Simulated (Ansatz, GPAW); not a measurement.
**honeycomb SnTe monolayer: converging a work function**

Wanted: a convergence study on the slab honeycomb SnTe monolayer. Where a layer proves gapped, the work function hangs on where the smearing puts the Fermi level, and the band edges take its place.

Main program and level: GPAW 26.7.0 and Ansatz 0.2.0; Ansatz plane waves; layer without images along its normal, relaxation of atoms and in-plane cell, in the first sound run; inputs show where later runs differ.

## (1) The structure

The cell holds 2 atoms: 1 Te and 1 Sn. Cell: a = 4.180 Å, b = 4.180 Å, c = 15.690 Å, α = 90.0°, β = 90.0°, γ = 120.0°. Vacuum lies along c.

## (2) Relaxing the atoms

The atoms are relaxed first, since the surface dipole, and with it the work function, follows the positions of the outer layers.

Input file input.yaml:

```yaml
crystal:
  lattice:
    - [4.18, 0.0, 0.0]
    - [-2.09, 3.6199861878, 0.0]
    - [0.0, 0.0, 15.6900000011]
  atoms:
    - { symbol: Te, position: [0.6666666667, 0.3333333333, 0.4461440408] }
    - { symbol: Sn, position: [0.3333333333, 0.6666666667, 0.5538559592] }
  periodic: [true, true, false]
kpoints:
  mp_grid: { grid: [9, 9, 1] }
hamiltonian:
  xc: pbe
scf:
  occupations: { method: fermi_dirac, width: 0.05 }
relax:
  f_tol: 0.01
  max_steps: 90
  cell: {}
```

Command:

```sh
> ansatz run input.yaml --threads 4 --pin off --max-ram 8192MiB --backend cpu --events-out ev --progress --plain --runs-dir out
```

Numbers of over 12 decimals in the logs are rounded to 6 here.

What it wrote:

```text
Warning: crystal.periodic: the lattice vector that does not repeat stood 0.000° off the slab's normal, 15.690 Å along it as the deck builds it. The run solves the slab on a vector along the normal, 27.180 Å long, with every atom where it was (on the deck's vector they left 14.00 Å outside them, and the widest stretch free of ions among them is 1.69 Å). A fractional position that the run reports is one of the run's ce [...]
crystal.periodic: the lattice vector that does not repeat stood 0.000° off the slab's normal, 15.690 Å along it as the deck builds it. The run solves the slab on a vector along the normal, 27.180 Å long, with every atom where it was (on the deck's vector they left 14.00 Å outside them, and the widest stretch free of ions among them is 1.69 Å). A fractional position that the run reports is one of the run's cell, which [...]
Engine: ansatz 0.2.0, x86_64-unknown-linux-gnu
Pseudopotentials: kind: paw
Pseudopotential: Te, paw, valence charge 16, recommended cutoff 420 eV (normal), Te.paw.azcp
Pseudopotential: Sn, paw, valence charge 14, recommended cutoff 420 eV (normal), Sn.paw.azcp
Functional definition: PBE
  parameter kappa = 0.804
  parameter beta = 0.066725
  exchange = pbe_x(kappa = kappa, mu = beta*pi^2/3)
  correlation = pbe_c(beta = beta)
Crystal: 2 atoms, lattice volume = 411.275 Å³
Basis set: ecut = 420 eV, 7921 PW (Γ), exchange–correlation on 60×60×384 points (8 copies of the dense FFT grid, shifted against one another)
Bands: 19, of which v1, the nominal top of the filled ones, is band 15 counted from 1 (14 counted from 0)
Symmetry: 6 space group operations
Space group: P3m1 (ITA 156), of the structure as read, at distance tolerance 7.4e-5 Å
k-points: 12 of 81 (time reversal used)
Non-local potential: Te, projectors of the file, l = 0: 2, l = 1: 2, l = 2: 2, l = 3: 2
Non-local potential: Sn, projectors of the file, l = 0: 2, l = 1: 2, l = 2: 2, l = 3: 2
PAW form: soft (Blöchl's): semilocal exchange-correlation on the pseudo side does not see the compensation charge
PAW one-centre angular grid: Te, 590 points (default); XC on 64 Gauss nodes
PAW one-centre angular grid: Sn, 590 points (default); XC on 64 Gauss nodes
Initial density: superposition of atomic densities (neutral atoms: chi_scale 0, normalization atom), corrected by the library's trained network
Initial wavefunctions: pseudopotential atomic-orbital guess
Functional: x = pbe(κ = 0.804, μ = 0.219515), c = pbe(β = 0.066725)
SCF iter   1: F=—  HF=-13004.504274 eV  |F-HF|=—  |Δ(HF+E_count)|=         —  Δρ=7.58e-4  dr2=5.79e-3  ethr=1.77e-3  ⟨swp⟩=12.7  Hψ=1810  notcnv=0
preconditioner: auto → Resta (q_TF=auto, 1.764 Å⁻¹)  ε∞=1.5  [insulator: Δε(μ)=1.867 eV  Ē_g=7.895 eV  σ=0.050 eV  W_gap=1.00  n_scr=32 (ndim 8)  ℏωp=5.8 eV  f_vac=0.777  D(μ)=0.00/eV (n_scr^D=0)  ε∞_Penn≈1.5  vacuum switching on, ρ_ref=4.5e-3 e/Å³]
SCF iter   2: F=—  HF=-13004.503606 eV  |F-HF|=—  |Δ(HF+E_count)|=   6.67e-4  Δρ=3.87e-4  dr2=1.65e-3  ethr=1.93e-5  ⟨swp⟩=3.5  Hψ=671  notcnv=0
SCF iter   3: F=—  HF=-13004.504763 eV  |F-HF|=—  |Δ(HF+E_count)|=   1.16e-3  Δρ=2.96e-4  dr2=3.22e-3  ethr=5.49e-6  ⟨swp⟩=2.7  Hψ=408  notcnv=0
SCF iter   4: F=—  HF=-13004.504809 eV  |F-HF|=—  |Δ(HF+E_count)|=   4.58e-5  Δρ=1.28e-4  dr2=3.84e-4  ethr=5.49e-6  ⟨swp⟩=2.6  Hψ=323  notcnv=0
SCF iter   5: F=—  HF=-13004.505027 eV  |F-HF|=—  |Δ(HF+E_count)|=   2.18e-4  Δρ=5.11e-5  dr2=2.07e-5  ethr=1.28e-6  ⟨swp⟩=2.4  Hψ=324  notcnv=0
SCF iter   6: F=—  HF=-13004.505024 eV  |F-HF|=—  |Δ(HF+E_count)|=   3.49e-6  Δρ=1.11e-5  dr2=6.14e-7  ethr=6.91e-8  ⟨swp⟩=3.3  Hψ=423  notcnv=0
SCF iter   7: F=-13004.505024 eV  HF=-13004.505024 eV  |F-HF|=9.45e-8  |Δ(HF+E_count)|=   4.67e-7  Δρ=4.26e-6  dr2=5.27e-8  ethr=3.33e-10  ⟨swp⟩=7.0  Hψ=1024  notcnv=0
SCF 1 converged in 7 iterations: F = -13004.505024 eV  dr2 = 5.27e-8
  greatest PAW one-centre occupation: 0.998 electrons in one spin orbital (limit 2), on the Te atom at site 0 (counted from 0), in its partial waves of l = 2
relax step   1: F+E_penalty+E_count = -13004.50502426 eV  Δ(F+E_penalty+E_count) = +0.000e0 eV  max|allowed force component| = 2.812e-2 eV/Å  Δτ_max = 0.0000 Å  P = +0.001 N/m  Ω = 411.275 Å³  fix = [c, alpha, beta]  reactions: c +0.000 N/m  (7 SCF iters, dr2 threshold 1.00e-7 eV, accepted)
Crystal: 2 atoms, lattice volume = 411.775 Å³
Initial density: handed on by an earlier stage of this run
Initial wavefunctions: those handed on with the density
iter 1 solved again at ethr=9.49e-7 eV; its pass at ethr=3.10e-3 eV (dr2=2.85e-4 eV) is discarded
SCF iter   1: F=—  HF=-13004.505032 eV  |F-HF|=—  |Δ(HF+E_count)|=         —  Δρ=1.21e-4  dr2=2.94e-4  ethr=9.49e-7  ⟨swp⟩=3.2  Hψ=1521  notcnv=0
preconditioner: auto → Resta (q_TF=auto, 1.763 Å⁻¹)  ε∞=1.5  [insulator: Δε(μ)=1.918 eV  Ē_g=7.925 eV  σ=0.050 eV  W_gap=1.00  n_scr=32 (ndim 8)  ℏωp=5.8 eV  f_vac=0.777  D(μ)=0.00/eV (n_scr^D=0)  ε∞_Penn≈1.5  vacuum switching on, ρ_ref=4.6e-3 e/Å³]
SCF iter   2: F=—  HF=-13004.505064 eV  |F-HF|=—  |Δ(HF+E_count)|=   3.19e-5  Δρ=1.33e-4  dr2=7.27e-4  ethr=9.49e-7  ⟨swp⟩=2.7  Hψ=342  notcnv=0  recentre
SCF iter   3: F=—  HF=-13004.504988 eV  |F-HF|=—  |Δ(HF+E_count)|=   7.63e-5  Δρ=6.58e-5  dr2=4.61e-5  ethr=9.49e-7  ⟨swp⟩=2.0  Hψ=269  notcnv=0
SCF iter   4: F=—  HF=-13004.504942 eV  |F-HF|=—  |Δ(HF+E_count)|=   4.62e-5  Δρ=1.75e-5  dr2=8.91e-7  ethr=1.54e-7  ⟨swp⟩=2.4  Hψ=294  notcnv=0
SCF iter   5: F=—  HF=-13004.504942 eV  |F-HF|=—  |Δ(HF+E_count)|=   3.25e-8  Δρ=4.28e-6  dr2=6.48e-8  ethr=2.97e-9  ⟨swp⟩=3.2  Hψ=408  notcnv=0
SCF iter   6: F=-13004.504942 eV  HF=-13004.504942 eV  |F-HF|=1.98e-9  |Δ(HF+E_count)|=   2.22e-8  Δρ=1.08e-6  dr2=4.79e-9  ethr=1.65e-10  ⟨swp⟩=6.1  Hψ=917  notcnv=0
SCF 2 converged in 6 iterations: F = -13004.504942 eV  dr2 = 4.79e-9
relax step   2: F+E_penalty+E_count = -13004.50494175 eV  Δ(F+E_penalty+E_count) = +8.250e-5 eV  max|allowed force component| = 4.606e-2 eV/Å  Δτ_max = 0.0056 Å  P = +0.052 N/m  Ω = 411.775 Å³  energy of the carried Pulay correction = -1.313e-5 eV  fix = [c, alpha, beta]  (6 SCF iters, dr2 threshold 4.94e-8 eV, rejected (line search))
Crystal: 2 atoms, lattice volume = 411.677 Å³
iter 1 solved again at ethr=3.63e-7 eV; its pass at ethr=3.10e-3 eV (dr2=1.09e-4 eV) is discarded
SCF iter   1: F=—  HF=-13004.505137 eV  |F-HF|=—  |Δ(HF+E_count)|=         —  Δρ=6.98e-5  dr2=1.10e-4  ethr=3.63e-7  ⟨swp⟩=2.9  Hψ=1464  notcnv=0
preconditioner: auto → Resta (q_TF=auto, 1.763 Å⁻¹)  ε∞=1.5  [insulator: Δε(μ)=1.909 eV  Ē_g=7.919 eV  σ=0.050 eV  W_gap=1.00  n_scr=32 (ndim 8)  ℏωp=5.8 eV  f_vac=0.777  D(μ)=0.00/eV (n_scr^D=0)  ε∞_Penn≈1.5  vacuum switching on, ρ_ref=4.5e-3 e/Å³]
SCF iter   2: F=—  HF=-13004.505152 eV  |F-HF|=—  |Δ(HF+E_count)|=   1.50e-5  Δρ=8.17e-5  dr2=2.90e-4  ethr=3.63e-7  ⟨swp⟩=3.3  Hψ=371  notcnv=0  recentre
SCF iter   3: F=—  HF=-13004.505120 eV  |F-HF|=—  |Δ(HF+E_count)|=   3.19e-5  Δρ=3.14e-5  dr2=6.34e-6  ethr=3.63e-7  ⟨swp⟩=1.9  Hψ=261  notcnv=0
SCF iter   4: F=—  HF=-13004.505123 eV  |F-HF|=—  |Δ(HF+E_count)|=   3.53e-6  Δρ=9.05e-6  dr2=2.41e-7  ethr=2.11e-8  ⟨swp⟩=2.9  Hψ=319  notcnv=0
SCF iter   5: F=—  HF=-13004.505086 eV  |F-HF|=—  |Δ(HF+E_count)|=   3.70e-5  Δρ=1.82e-6  dr2=1.33e-8  ethr=8.03e-10  ⟨swp⟩=3.2  Hψ=441  notcnv=0
SCF iter   6: F=—  HF=-13004.505086 eV  |F-HF|=—  |Δ(HF+E_count)|=   7.76e-9  Δρ=5.13e-7  dr2=9.26e-10  ethr=4.45e-11  ⟨swp⟩=2.6  Hψ=396  notcnv=0
SCF iter   7: F=—  HF=-13004.505086 eV  |F-HF|=—  |Δ(HF+E_count)|=   1.39e-9  Δρ=8.61e-8  dr2=4.66e-11  ethr=3.09e-12  ⟨swp⟩=3.2  Hψ=464  notcnv=0
SCF iter   8: F=-13004.505086 eV  HF=-13004.505086 eV  |F-HF|=9.09e-12  |Δ(HF+E_count)|=  7.46e-11  Δρ=2.87e-8  dr2=2.90e-12  ethr=1.00e-12  ⟨swp⟩=8.8  Hψ=1189  notcnv=0
SCF 3 converged in 8 iterations: F = -13004.505086 eV  dr2 = 2.90e-12
relax step   3: F+E_penalty+E_count = -13004.50508625 eV  Δ(F+E_penalty+E_count) = -6.199e-5 eV  max|allowed force component| = 1.457e-3 eV/Å  Δτ_max = 0.0024 Å  P = +0.015 N/m  Ω = 411.677 Å³  energy of the carried Pulay correction = -1.055e-5 eV  fix = [c, alpha, beta]  reactions: c +0.000 N/m  (8 SCF iters, accepted)
Initial wavefunctions: pseudopotential atomic-orbital guess (no wavefunctions were taken with the density)
iter 1 solved again at ethr=1.30e-6 eV; its pass at ethr=3.10e-3 eV (dr2=3.90e-4 eV) is discarded
SCF iter   1: F=—  HF=-13004.504898 eV  |F-HF|=—  |Δ(HF+E_count)|=         —  Δρ=1.29e-5  dr2=2.27e-8  ethr=1.30e-6  ⟨swp⟩=5.0  Hψ=2583  notcnv=0
eigensolver tolerance schedule: the retry pair's looser diagonalisation over-reported the residual by 17219.01 of it (diagonalisation noise at an unbounded share of the residual, at the tolerance the schedule requests for it); recorded, not acted on — ethr = c·dr2/N_el stays at c = 1.0e-1
preconditioner: auto → Resta (q_TF=auto, 1.763 Å⁻¹)  ε∞=1.5  [insulator: Δε(μ)=1.906 eV  Ē_g=7.916 eV  σ=0.050 eV  W_gap=1.00  n_scr=32 (ndim 8)  ℏωp=5.8 eV  f_vac=0.777  D(μ)=0.00/eV (n_scr^D=0)  ε∞_Penn≈1.5  vacuum switching on, ρ_ref=4.5e-3 e/Å³]
SCF iter   2: F=—  HF=-13004.505014 eV  |F-HF|=—  |Δ(HF+E_count)|=   1.17e-4  Δρ=6.49e-6  dr2=1.21e-8  ethr=7.56e-11  ⟨swp⟩=5.4  Hψ=727  notcnv=0
SCF iter   3: F=—  HF=-13004.505064 eV  |F-HF|=—  |Δ(HF+E_count)|=   5.01e-5  Δρ=3.47e-6  dr2=1.99e-8  ethr=4.02e-11  ⟨swp⟩=3.6  Hψ=374  notcnv=0
SCF iter   4: F=—  HF=-13004.505080 eV  |F-HF|=—  |Δ(HF+E_count)|=   1.56e-5  Δρ=2.18e-6  dr2=2.44e-9  ethr=4.02e-11  ⟨swp⟩=2.5  Hψ=280  notcnv=0
SCF iter   5: F=—  HF=-13004.505094 eV  |F-HF|=—  |Δ(HF+E_count)|=   1.39e-5  Δρ=6.98e-7  dr2=2.51e-10  ethr=8.14e-12  ⟨swp⟩=3.6  Hψ=312  notcnv=0
SCF iter   6: F=-13004.505098 eV  HF=-13004.505097 eV  |F-HF|=2.01e-7  |Δ(HF+E_count)|=   3.59e-6  Δρ=8.78e-8  dr2=1.32e-11  ethr=1.00e-12  ⟨swp⟩=7.5  Hψ=1364  notcnv=0
SCF 4 converged in 6 iterations: F = -13004.505098 eV  dr2 = 1.32e-11
relax step   4: F+E_penalty+E_count = -13004.50509764 eV  Δ(F+E_penalty+E_count) = -1.140e-5 eV  max|allowed force component| = 1.453e-3 eV/Å  Δτ_max = 0.0000 Å  P = +0.015 N/m  Ω = 411.677 Å³  fix = [c, alpha, beta]  reactions: c +0.000 N/m  stress off target by 1.47e-2 N/m on what of the cell is left free  SCF on the basis re-selected at this cell (its energy is not comparable with the rows above)  (6 SCF iters)
basis re-selected at this cell: Δ(F+E_penalty+E_count) = -1.140e-5 eV, ΔP = +0.000 N/m vs the last step (what re-selecting the basis moved, of the pressure what is left beyond the Pulay correction that the steps carried, after the strain that the cell walked since its last selection, with what the two solves' SCF thresholds leave and, on support functions, any second-order correction that the steps lacked; it is no m [...]
SCF converged after 6 iterations
Free energy (F): -13004.505098 eV
Harris-Foulkes:  -13004.505097 eV  (|F-HF|=2.01e-7)
Internal energy: -13004.505098 eV  (E = F + TS)
E sigma→0 (E₀):  -13004.505098 eV
Fermi energy:    -4.340610 eV
--- Per-component energies (eV) ---
  E_band       = -762.430514
  E_kinetic    = 365.068855
  E_local      = -32834.999950  (includes V_loc(G=0)·N_el)
  E_nonlocal   = -342.833453
  E_hartree    = 16490.669959
  E_xc         = -506.197892
  E_vxc        = -198.900089  (∫ρ·V_xc dr)
  E_paw        = -8796.681668  (= ΣΔE_a)
  E_vpaw       = -732.106184  (= ΣTr[D̂ρ^β])
  E_aug_tail   = -0.000204  (compensation charges beyond the density's cutoff)
  E_ewald      = 12620.469256
  E_smearing   = -0.000000  (= −TS)
  E_closure    = 0.000000  (closes the sum)
  Σ components = -13004.505098   (vs F -13004.505098, Δ=0.00e0)
--- Forces (eV/Å), atoms counted from 1 ---
  atom   1  Te     0.00000000     0.00000000    -0.00145278
  atom   2  Sn     0.00000000    -0.00000000     0.00145305
  max |Σ_I F_I| component: 2.78e-7 eV/Å
--- 2D stress c σ (N/m, compression-positive) ---
        0.014737       0.000000      -0.000000
        0.000000       0.014737      -0.000000
       -0.000000      -0.000000       0.000000
  P = ½ c Tr σ = 0.0147 N/m
--- Relaxed structure (3 steps of the walk, 2 accepted, 1 SCFs on fresh bases) ---
  F+E_penalty+E_count = -13004.50509764 eV   max|allowed force component| = 1.453e-3 eV/Å   (the final SCF, on the basis selected at the relaxed cell)
  cell:  # Å, volume = 411.6765 Å³
    - [4.182038, 1.5086825884904617e-19, 0]
    - [-2.091019, 3.621751, 0]
    - [0, 0, 27.180000]
  atoms:
    - { symbol: Te, position: [0.666667, 0.333333, 0.257632] }
    - { symbol: Sn, position: [0.333333, 0.666667, 0.319630] }
```

Wall time 5.6 s (4 threads of AMD EPYC 9R14 (Zen 4), shared host); peak memory 0.72 GiB; 20 s of CPU time.

Relaxation path:

| step | energy less that of the first step (eV) | largest force component (eV/Å) | volume (Å³) |
| --- | --- | --- | --- |
| 1 | 0.0000 | 0.0281 | 411.28 |
| 2 | 0.0001 | 0.0461 | 411.77 |
| 3 | -0.0001 | 0.0015 | 411.68 |
| 4* | -0.0001 | 0.0015 | 411.68 |

Relaxation steps marked * repeat the geometry before them on a plane-wave basis chosen anew for their cell, so energy and pressure can jump there. Relaxation step 2 was tried and not accepted.

Forces are held to the 6 operations that the run works with; a distortion that breaks them can't arise in this run.

| cell as run | before | after | change |
| --- | --- | --- | --- |
| a (Å) | 4.180 | 4.182 | +0.0 % |
| b (Å) | 4.180 | 4.182 | +0.0 % |

Final coordinates:

```
Te Sn
1.0
     4.18204    0.00000    0.00000
    -2.09102    3.62175    0.00000
     0.00000    0.00000   27.18000
Te Sn
1 1
Direct
  0.66667 0.33333 0.25763
  0.33333 0.66667 0.31963
```

Numbers from this step:

- free energy: -13004.5051 eV
- gap by band count: 1.906 eV
- symmetry operations: 6

The atoms hardly moved: the energy changed by under 0.1 meV.

## (3) The slab's potential

With the geometry fixed, the planar mean of the potential gives the vacuum level on each side.

This step: GPAW, PAW setups; slab in vacuum (GPAW 26.7.0).

Input file run.py:

```python
import json
import numpy as np
from ase import Atoms
from gpaw import GPAW, PW

slab = Atoms(
    ['Te', 'Sn'],
    positions=[
        [2.09102, 1.20725, 7.00000],
        [-0.00000, 2.41450, 8.68511]],
    cell=[[4.18204, 0.0, 0.0], [-2.09102, 3.62175, -0.0], [0.0, 0.0, 15.6851]],
    pbc=[True, True, False])

slab.calc = GPAW(mode=PW(400), xc='PBE', kpts={'size': (9, 9, 1), 'gamma': True},
                 occupations={'name': 'fermi-dirac', 'width': 0.05}, nbands='140%',
                 convergence={'density': 1e-05}, maxiter=200,
                 poissonsolver={'dipolelayer': 'xy'},
                 symmetry={'tolerance': 1e-3}, txt='slab.txt')
result = {}
energy = slab.get_potential_energy()
fermi = slab.calc.get_fermi_level()
v = slab.calc.get_electrostatic_potential().mean((0, 1)) - fermi
n = slab.calc.get_pseudo_density().mean((0, 1))
L = slab.cell[2, 2]
z = np.arange(len(v)) * L / len(v)
low, high = slab.positions[:, 2].min(), slab.positions[:, 2].max()
below, above = np.interp([low - 4.8, high + 4.8], z, v)
slopes = [np.interp(x, z, np.gradient(v, z)) for x in (low - 4.8, high + 4.8)]
eps = np.array([[slab.calc.get_eigenvalues(k, s) for k in range(len(slab.calc.get_ibz_k_points()))]
                for s in range(slab.calc.get_number_of_spins())]) - fermi
top, bottom = eps[eps < 0].max(), eps[eps > 0].min()
dipole = slab.get_dipole_moment()[2]
print(f'energy {energy:.4f} eV, Fermi level {fermi:.4f} eV, dipole {dipole:.5f} e A')
print(f'potential 4.8 A off the faces, from the Fermi level: lower {below:.4f} eV, upper {above:.4f} eV')
print(f'slope of the potential there: lower {slopes[0]:.5f}, upper {slopes[1]:.5f} eV/A')
print(f'nearest levels on the mesh: {top:.4f} and {bottom:.4f} eV')
print('magnetic moment', round(slab.get_magnetic_moment(), 3))
result.update(energy=energy, fermi=fermi, dipole=dipole, below=below, above=above, slopes=slopes, edges=[top, bottom],
              z=z.tolist(), v=v.tolist(), n=n.tolist(), positions=slab.positions.tolist(),
              forces=slab.get_forces(apply_constraint=False).tolist(), moments=slab.get_magnetic_moments().tolist())
json.dump(result, open('result.json', 'w'))
```

Command:

```sh
> OMP_NUM_THREADS=1 OPENBLAS_NUM_THREADS=1 python run.py
```

What it wrote:

```text
energy -7.4549 eV, Fermi level -1.5683 eV, dipole 0.04527 e A
potential 4.8 A off the faces, from the Fermi level: lower 4.6308 eV, upper 4.0872 eV
slope of the potential there: lower -0.00028, upper 0.00064 eV/A
nearest levels on the mesh: -0.9504 and 0.9623 eV
magnetic moment 0.0
```

Run time: 7.3 s. Hardware: 1 thread; peak memory 0.19 GiB.

This step gave:

| Property | Result |
| --- | --- |
| dipole along the normal | 0.04527 e·Å |
| levels nearest the Fermi level on the mesh | -0.9504, 0.9623 eV from the Fermi level |
| upper work function | 4.087 eV |
| lower work function | 4.631 eV |
| upper ionisation energy | 5.038 eV |

The electrostatic potential energy of an electron (without an applied field's), less the Fermi level, planar mean by z:

z (Å), electrostatic potential energy of an electron (without an applied field's), less the Fermi level, planar mean (eV) and a bar from the least value:
```
      0.0        4.4 ##############################
      0.5        4.6 ##############################
      1.0        4.6 ##############################
      1.5        4.6 ##############################
      2.0        4.6 ##############################
      2.5        4.6 ##############################
      3.0        4.6 ##############################
      3.5        4.6 ##############################
      4.0        4.6 ##############################
      4.5        4.6 ##############################
      5.0        4.4 ##############################
      5.5        3.9 #############################
      6.0        1.7 #########################
      6.5       -5.4 ##############
      7.0      -14.0 
      7.5       -7.2 ###########
      8.0       -4.6 ###############
      8.5      -11.0 #####
      9.0       -8.6 #########
      9.5       -0.5 ######################
     10.0        2.7 ###########################
     10.5        3.7 ############################
     11.0        4.0 #############################
     11.5        4.1 #############################
     12.0        4.1 #############################
     12.5        4.1 #############################
     13.0        4.1 #############################
     13.5        4.1 #############################
     14.0        4.1 #############################
     14.5        4.1 #############################
     15.0        4.1 #############################
     15.5        4.2 #############################
```

Pseudo valence density, planar mean against z:

z (Å), pseudo valence density, planar mean (e/Å³) and a bar from the least value:
```
     0.00      0.000 
     0.63      0.000 
     1.05      0.000 
     1.67      0.000 
     2.09      0.000 
     2.72      0.000 
     3.14      0.000 
     3.76      0.000 
     4.18      0.001 
     4.81      0.005 
     5.44      0.026 #
     5.86      0.077 ###
     6.48      0.219 #######
     6.90      0.096 ###
     7.53      0.278 #########
     7.95      0.291 ##########
     8.57      0.905 ##############################
     8.99      0.591 ####################
     9.62      0.107 ####
    10.04      0.041 #
    10.67      0.009 
    11.29      0.002 
    11.71      0.001 
    12.34      0.000 
    12.76      0.000 
    13.38      0.000 
    13.80      0.000 
    14.43      0.000 
    14.85      0.000 
    15.48      0.000
```

The layer is gapped, so the Fermi level lies somewhere inside the gap, set by smearing and numerics, and these work functions are no property of the material; the band edges below the vacuum level are. The potential is flat to 6.4e-4 eV/Å where it is read, so the vacuum is wide enough. The geometry is the other program's minimum; here the largest force on a free atom is 0.0098 eV/Å.

(Part 1 of 2 ends here.)

[Logs are printed without paths, hosts, clocks, repeated set-up lines and the standing remarks that a program may print on its own settings, such as how far it seeks lower states.]

[Hosts, paths, dates, database ids (printed as entryN), source tags and the programs' standing remarks are cut or masked in the printed files.]
